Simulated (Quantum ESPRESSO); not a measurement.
## BN: band structure with PBEsol

The system is BN.

```xyz
2
Lattice="2.5080 0.0000 0.0000 -1.2467 2.1762 0.0000 -0.6307 -1.0881 3.0225" Properties=species:S:1:pos:R:3 pbc="T T T"
N     0.6410   -0.3484    2.9772
B     1.2297    2.1384    0.0055
```

The cell comes from a database or a generator and needn't be the stable form of this composition.

```
Program             : Quantum ESPRESSO 7.5
Task                : band structure
Functional          : PBEsol
Potentials or basis : GBRV 1.5 PBEsol
Cutoff              : 612 eV
Density cutoff      : 4898 eV
k mesh              : 13 × 13 × 9
Occupations         : fermi-dirac, width 0.05 eV
Spin                : no spin polarisation
Mixing beta         : 0.5
Most SCF iterations : 120
SCF threshold       : 4e-10 Ry
```

```json
{"Pressure": "2.0 GPa", "Largest force": "2.761 eV/Å", "Band gap on the k mesh": "2.71 eV, indirect (least direct gap 4.48 eV)", "Band gap along the path": "2.64 eV, indirect (least direct gap 4.45 eV)"}
```

Forces in eV/Å, atoms in the order of the input:
```
N   -1.679 -2.112  0.583
B    1.679  2.112 -0.583
```

Stress tensor (GPa, compression positive):
```
-5.88 -5.29  0.56
-5.29  6.79  1.20
 0.56  1.20  5.10
```

Levels at the corners of the path, in eV from the valence-band top:
```tsv
point	band 1	band 2	band 3	band 4	band 5	band 6	band 7	band 8	band 9
Γ	-18.32	-3.89	-2.53	-0.91	5.21	10.07	12.16	12.81	14.76
Y	-15.12	-9.63	-4.34	-0.23	6.10	8.86	12.15	14.35	19.85
T	-14.78	-9.08	-4.49	-2.33	2.64	8.97	15.20	19.46	20.96
Z	-17.73	-7.20	-2.55	-0.96	9.78	10.55	12.14	12.35	17.80
Γ	-18.32	-3.89	-2.53	-0.91	5.21	10.07	12.16	12.81	14.76
X	-14.38	-8.50	-6.89	-1.44	3.22	12.37	12.76	17.58	18.48
A1	-14.51	-8.40	-7.26	-1.36	5.27	12.35	14.41	14.67	18.03
Y	-15.12	-9.63	-4.34	-0.23	6.10	8.86	12.15	14.35	19.85
T	-14.78	-9.08	-4.49	-2.33	2.64	8.97	15.20	19.46	20.96
X1	-14.38	-8.50	-6.89	-1.44	3.22	12.37	12.76	17.58	18.48
X	-14.38	-8.50	-6.89	-1.44	3.22	12.37	12.76	17.58	18.48
A	-14.51	-8.40	-7.26	-1.36	5.27	12.35	14.41	14.67	18.03
Z	-17.73	-7.20	-2.55	-0.96	9.78	10.55	12.14	12.35	17.80
L	-14.86	-9.20	-4.93	-1.59	4.39	9.35	13.61	17.17	20.62
Γ	-18.32	-3.89	-2.53	-0.91	5.21	10.07	12.16	12.81	14.76
```

It took 46 s on 2 MPI ranks on Intel(R) Xeon(R) Platinum 8488C (Sapphire Rapids), with other jobs on the host, peak memory 0.22 GiB a rank.

Caveat: forces of over 1 eV/Å show positions far from the minimum, so gaps and moduli don't describe the material at rest. A hybrid or GW would open this gap; PBEsol tends to underestimate it.
